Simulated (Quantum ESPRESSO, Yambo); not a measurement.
Planning a run of Yambo 5.3.0 on PbSe (Clausthalite). The input:

```
optics
chi
dipoles
Chimod= "HARTREE"
% QpntsRXd
 1 | 4 |
%
% BndsRnXd
 1 | 76 |
%
NGsBlkXd= 3 Ry
% EnRngeXd
 0 | 30 | eV
%
% DmRngeXd
 0.2 | 0.2 | eV
%
ETStpsXd= 301
% LongDrXd
 1 | 0 | 0 |
%
```

```sh
OMP_NUM_THREADS=1 mpirun -n 8 yambo -F optics1.in -J optics1 -C optics1 > optics1.log
```

The stored states that it reads are on a 4×4×4 mesh. It takes space group Fm-3m (No. 225, cubic). Conventional cell: a = 6.121 Å, b = 6.121 Å, c = 6.121 Å, α = 90.00°, β = 90.00°, γ = 90.00°. Nearest to Pb lie 6 Se at 3.06 Å. Se has 6 Pb at 3.06 Å nearest. Farther neighbours and most contacts between anions are not listed.

**Question.** Estimate wall time and host memory on 8 MPI ranks of Arm Neoverse V1, shared host.

It took 27 s; on shared hardware allow 13 s to 53 s. Peak host memory was 3.2 GiB.

[Paths, hosts, dates, memory and timing lines, banners, echoed tables and standing remarks are left out of the program output.]

[Logs are printed without paths, hosts, clocks, repeated set-up lines and the standing remarks that a program may print on its own settings, such as how far it seeks lower states.]

[Runs of the session that timed out or met a known fault of the program may be left out.]

[Hosts, paths, dates, database ids (printed as entryN), source tags and the programs' standing remarks are cut or masked in the printed files.]
